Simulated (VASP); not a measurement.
# Ag (P6_3/mmc) in VASP: notebook, part 2 of 2

VASP 6.6.1.

## 4. Relaxation of cell and atoms, PBEsol

The input, INCAR:

```
SYSTEM = Ag
ALGO = Normal
EDIFF = 1E-6
EDIFFG = -0.01
ENCUT = 600
GGA = PS
IBRION = 2
ISIF = 3
ISMEAR = -1
LASPH = .TRUE.
LCHARG = .FALSE.
LREAL = .FALSE.
LWAVE = .FALSE.
NELM = 80
NSW = 60
PREC = Accurate
SIGMA = 0.05
```

The input, KPOINTS:

```
k-points
0
G
  8 8 6
  0 0 0
```

The input, POSCAR:

```
Ag
1.0
    2.9300000000      0.0000000000      0.0000000000
   -1.4650000000      2.5374544331      0.0000000000
    0.0000000000      0.0000000000      4.7900000000
Ag
2
Direct
    0.6666666667      0.3333333333      0.7500000000
    0.3333333333      0.6666666667      0.2500000000
```

Potentials or basis: VASP PAW PBE potentials, release 64 (Ag).

The run is started by

```bash
cat potpaw_PBE.64/Ag/POTCAR > POTCAR
mpirun -np 1 vasp_std > vasp.out
```

OUTCAR:

```text
SYSTEM = Ag
   EDIFF = 1E-6
   EDIFFG = -0.01
   ENCUT = 600
   GGA = PS
   IBRION = 2
   ISIF = 3
   ISMEAR = -1
   LASPH = .TRUE.
   LREAL = .FALSE.
   NELM = 80
   NSW = 60
   PREC = Accurate

 ion  position               nearest neighbor table
   1  0.667  0.333  0.750-   2 2.93   2 2.93   2 2.93   2 2.93   2 2.93   2 2.93
   2  0.333  0.667  0.250-   1 2.93   1 2.93   1 2.93   1 2.93   1 2.93   1 2.93

  LATTYP: Found a hexagonal cell.
 ALAT       =     2.9300000000
 C/A-ratio  =     1.6348122867

  Lattice vectors:

 A1 = (   2.9300000000,   0.0000000000,   0.0000000000)
 A2 = (  -1.4650000000,   2.5374544331,   0.0000000000)
 A3 = (   0.0000000000,   0.0000000000,   4.7900000000)

Analysis of symmetry for initial positions (statically):
=====================================================================
 Subroutine PRICEL returns:
 Original cell was already a primitive cell.

 Routine SETGRP: Setting up the symmetry group for a
 hexagonal supercell.

 Subroutine GETGRP returns: Found 24 space group operations
 (whereof 12 operations were pure point group operations)
 out of a pool of 24 trial point group operations.

The static configuration has the point symmetry D_3d.
 The point group associated with its full space group is D_6h.

Analysis of symmetry for dynamics (positions and initial velocities):
=====================================================================
 Subroutine PRICEL returns:
 Original cell was already a primitive cell.

 Routine SETGRP: Setting up the symmetry group for a
 hexagonal supercell.

 Subroutine GETGRP returns: Found 24 space group operations
 (whereof 12 operations were pure point group operations)
 out of a pool of 24 trial point group operations.

The dynamic configuration has the point symmetry D_3d.
 The point group associated with its full space group is D_6h.

 Subroutine INISYM returns: Found 24 space group operations
 (whereof 12 operations are pure point group operations),
 and found     1 'primitive' translations

----------------------------------------------------------------------------------------
[... 150 lines left out ...]
  -------------------------------------------------------------------------------------
  Total       -1.2273843     -1.2273843     -1.6853613      0.0000000     -0.0000000      0.0000000
  in kB      -55.2191554    -55.2191554    -75.8232161      0.0000000     -0.0000000      0.0000000
  external PRESSURE =     -62.0871756 kB  Pullay stress =       0.0000000 kB
[... 89 lines left out ...]
  FREE ENERGIE OF THE ION-ELECTRON SYSTEM (eV)
  ---------------------------------------------------
  free  energy   TOTEN  =        -6.5831070736 eV

  energy  without entropy=       -6.5748698173  energy(sigma->0) =       -6.57898845

[... ionic steps 4 to 8 ...]

--------------------------------------- Ionic step        9  -------------------------------------------

 number of electron      22.0000000 magnetization

------------------------ aborting loop because EDIFF is reached ----------------------------------------
[... 67 lines left out ...]
--------------------------------------- Ionic step       11  -------------------------------------------

 number of electron      22.0000000 magnetization

 Free energy of the ion-electron system (eV)
  ---------------------------------------------------
  ext. energy  EPLUGINS =         0.00000000
  ---------------------------------------------------
  free energy    TOTEN  =        -6.58370961 eV

  energy without entropy =       -6.57552425  energy(sigma->0) =       -6.57961693

 E-fermi :   8.5044     XC(G=0): -12.5302

 val. band max:        8.1441275175   @ k =   0.3750   0.1250   0.1667
 cond. band min:       8.5214311992   @ k =   0.3750   0.1250   0.3333
 fundamental gap:      0.3773036817
 Fermi energy:         8.5043747613

 k-point     1 :       0.0000    0.0000    0.0000
  band No.  band energies     occupation
      1       0.5328      2.00000
      2       2.0043      2.00000
      3       3.7272      2.00000
      4       3.7718      2.00000
      5       3.7718      2.00000
      6       4.0354      2.00000
      7       4.0354      2.00000
      8       4.3323      2.00000
      9       4.3323      2.00000
     10       5.4443      2.00000
     11       5.4443      2.00000
     12       8.1021      1.99936
     13      12.3888      0.00000
     14      24.0804      0.00000
[... 401 lines left out ...]
      2       2.4426      2.00000
      3       2.9046      2.00000
      4       3.1368      2.00000
      5       4.0815      2.00000
      6       4.4803      2.00000
      7       4.9399      2.00000
      8       5.3494      2.00000
      9       5.4134      2.00000
     10       5.5215      2.00000
     11       6.5000      2.00000
     12       9.3414      0.00000
     13      14.6030      0.00000
     14      16.6503      0.00000
     15      19.9652      0.00000

 [... further k-points ...]

------------------------ aborting loop because EDIFF is reached ----------------------------------------

  FORCE on cell =-STRESS in cart. coord.  units (eV):
  Direction    XX          YY          ZZ          XY          YZ          ZX
  --------------------------------------------------------------------------------------
  -------------------------------------------------------------------------------------
  Total       -0.0066437     -0.0066437     -0.0080312      0.0000000      0.0000000      0.0000000
  in kB       -0.3184707     -0.3184707     -0.3849797      0.0000000      0.0000000      0.0000000
  external PRESSURE =      -0.3406404 kB  Pullay stress =       0.0000000 kB
[... 17 lines left out ...]
  FREE ENERGIE OF THE ION-ELECTRON SYSTEM (eV)
  ---------------------------------------------------
  free  energy   TOTEN  =        -6.5837096115 eV

  energy  without entropy=       -6.5755242465  energy(sigma->0) =       -6.57961693

 reached required accuracy - stopping structural energy minimisation
```

Wall time 64 s (1 thread of Intel Xeon Platinum 8488C (Sapphire Rapids), shared host); peak memory 0.17 GiB.

What came out:

```yaml
Free_energy: -6.5837 eV
Relaxed_volume: 16.71 Å³/atom
Relaxed_cell: a = 2.883 Å, b = 2.883 Å, c = 4.644 Å, α = 90.00°, β = 90.00°, γ = 120.00°
Space_group_after_relaxing_to_0.05_Å: P6_3/mmc (No. 194)
Energy_gained_by_relaxing: 24.0 meV/atom
Ionic_steps: 11
Pressure_after_relaxing: 0.0 GPa
Band_gap_on_the_k_mesh: none (metal or under the smearing width)
```

Step by step:
```tsv
step	energy change (eV)	largest force (eV/Å)	pressure (GPa)	volume (Å³)
1	0.0000	0.0000	-6.21	35.61
2	-0.0294	0.0000	4.92	32.17
3	-0.0474	0.0000	0.06	33.40
4	-0.0473	0.0000	0.22	33.36
5	-0.0479	0.0000	0.14	33.37
6	-0.0479	0.0000	0.17	33.38
7	-0.0479	0.0000	0.17	33.38
8	-0.0479	0.0000	0.17	33.38
9	-0.0479	0.0000	0.16	33.38
10	-0.0479	0.0000	-0.11	33.46
11	-0.0480	0.0000	-0.03	33.42
```

Final structure:
```cif
data_structure
_symmetry_space_group_name_H-M 'P 1'
_symmetry_Int_Tables_number 1
_cell_length_a 2.8828
_cell_length_b 2.8828
_cell_length_c 4.6441
_cell_angle_alpha 90.000
_cell_angle_beta 90.000
_cell_angle_gamma 120.000
_cell_volume 33.42
loop_
_atom_site_label
_atom_site_type_symbol
_atom_site_fract_x
_atom_site_fract_y
_atom_site_fract_z
_atom_site_occupancy
Ag1 Ag 0.66667 0.33333 0.75000 1
Ag2 Ag 0.33333 0.66667 0.25000 1
```

Levels at points of the mesh, in eV from the Fermi level:
```csv
k point,band 8,band 9,band 10,band 11,band 12,band 13,band 14,band 15
"(0.00, 0.00, 0.00)",-4.17,-4.17,-3.06,-3.06,-0.40,3.88,15.58,17.88
"(0.50, 0.00, 0.00)",-2.96,-2.84,-2.80,0.04,1.53,7.03,7.27,9.64
"(0.00, 0.00, 0.50)",-4.59,-3.39,-3.39,-3.39,-3.39,11.58,11.58,15.95
"(0.50, 0.00, 0.50)",-3.12,-2.86,-2.86,0.68,0.68,4.66,4.66,13.64
```

Caveat: the PAW data sets were made with another functional, which shifts forces and pressure a little.

## 5. The reference run

An earlier run on the cell as given: functional PBEsol; potentials or basis VASP PAW PBE potentials, release 64 (Ag); cutoff 520 eV; k mesh 10 × 10 × 6; occupations fermi-dirac, width 0.05 eV; no spin polarisation.

- Pressure: -6.3 GPa
- Band gap on the k mesh: none (metal or under the smearing width)

## 6. Overview

| task | level | potentials or basis | cell | k mesh | cutoff (eV) | ladder | gap on the mesh (eV) | pressure (GPa) | relaxed volume (Å³/atom) |
| --- | --- | --- | --- | --- | --- | --- | --- | --- | --- |
| relaxation of cell and atoms | r2SCAN | VASP PAW PBE potentials, release 64 (Ag) | relaxed | 8 × 8 × 6 | 600 | gaps | none | 0.0 | 17.40 |
| relaxation of cell and atoms | LDA | VASP PAW LDA potentials, release 64 (Ag) | relaxed | 8 × 8 × 6 | 600 | gaps | none | 0.0 | 16.11 |
| relaxation of cell and atoms | PBEsol | VASP PAW PBE potentials, release 64 (Ag) | relaxed | 8 × 8 × 6 | 600 | gaps | none | 0.0 | 16.71 |
| single point | PBEsol | VASP PAW PBE potentials, release 64 (Ag) | as given | 10 × 10 × 6 | 520 | free | none | -6.3 | - |

Alike in all rows: no spin polarisation; smearing fermi-dirac 0.05 eV.

Caveats: the PAW data sets were made with another functional, which shifts forces and pressure a little (some runs).

Total energies depend on the potentials used, so only differences within one code and one set of settings carry meaning.
